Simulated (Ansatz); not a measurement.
The system is MgO2.

```
Mg O
1.0
     1.60476    0.92651    3.49398
    -1.60476    0.92651    3.49398
     0.00000   -1.85302    3.49398
Mg O
1 2
Direct
  0.00000 0.00000 0.00000
  0.57121 0.57121 0.57121
  0.42879 0.42879 0.42879
```

The cell comes from a database or a generator and needn't be the stable form of this composition.

Base run:

| Quantity | Value |
| --- | --- |
| Program | Ansatz 0.2.0 |
| Functional | LDA |
| Potentials or basis | Ansatz PAW |
| Cutoff | 420 eV |
| Density cutoff | 1680 eV |
| k mesh | 6 × 6 × 6 |
| Occupations | fermi-dirac, width 0.05 eV |
| Spin | no spin polarisation |

Its results: band gap on the k mesh 2.19 eV, direct; pressure -10.1 GPa; largest force 0.450 eV/Å.

Q: The run is repeated on the same cell with these changes: functional from LDA to r2SCAN; cutoff from 420 eV to 500 eV; density cutoff from 1680 eV to 2000 eV. What comes out?

A: Band gap on the k mesh 2.95 eV, direct; pressure -5.4 GPa; largest force 0.216 eV/Å.

r2SCAN gives the wider gap, since meta-GGAs in the generalised Kohn-Sham scheme recover part of the derivative discontinuity.

Caveats: the PAW data sets come from PBE, with cores solved anew for the run's functional, which leaves a small shift of forces and pressure.

A k mesh can miss the band edges.

Not every run made on this cell is shown here.
